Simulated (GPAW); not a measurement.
# BP in GPAW: convergence with k mesh

Crystal: BP.

```xyz
2
Lattice="0.0000 2.2690 2.2690 2.2690 0.0000 2.2690 2.2690 2.2690 0.0000" Properties=species:S:1:pos:R:3 pbc="T T T"
P     3.4035    3.4035    3.4035
B     0.0000    0.0000    0.0000
```

| Property | Result |
| --- | --- |
| Program | GPAW 26.7.0 |
| Task | one-shot levels on a semilocal density |
| Functional | r2SCAN |
| Potentials or basis | GPAW PAW data sets (gpaw-data 1.2.1) |
| Cutoff | 550 eV |
| Basis | pw |
| k mesh | 3 × 3 × 3 |
| Occupations | fermi-dirac, width 0.001 eV |
| Spin | no spin polarisation |

These are the settings of the first run; the series varies k mesh, with any setting tied to it.

Hardware: 1 thread of Intel(R) Xeon(R) Platinum 8259CL CPU @ 2.50GHz (Skylake/Cascade Lake), with other jobs on the host.

```csv
k mesh,"energy less the tightest run, at zero smearing (meV/atom)",gap on the mesh (eV),SCF cycles,CPU time (s),peak memory (GiB)
3 × 3 × 3,320.26,1.524,11,12,0.24
4 × 4 × 4,86.03,1.495,12,32,0.26
5 × 5 × 5,25.41,1.416,11,64,0.29
6 × 6 × 6,7.57,1.511,11,170,0.33
7 × 7 × 7,1.91,1.422,11,300,0.37
8 × 8 × 8,0.00,1.452,11,640,0.42
```

Not settled before the last step: the energy (to 1 meV/atom), the gap on the mesh (to 0.01 eV). Meshes of other sizes hit other points, so gaps and Fermi surfaces needn't settle smoothly. The tightest run that finished is the yardstick and may itself not be fully converged.

Caveat, for the tightest run too: energy and the plain gap are those of the semilocal run; the hybrids' values are one shot on its orbitals and mesh.
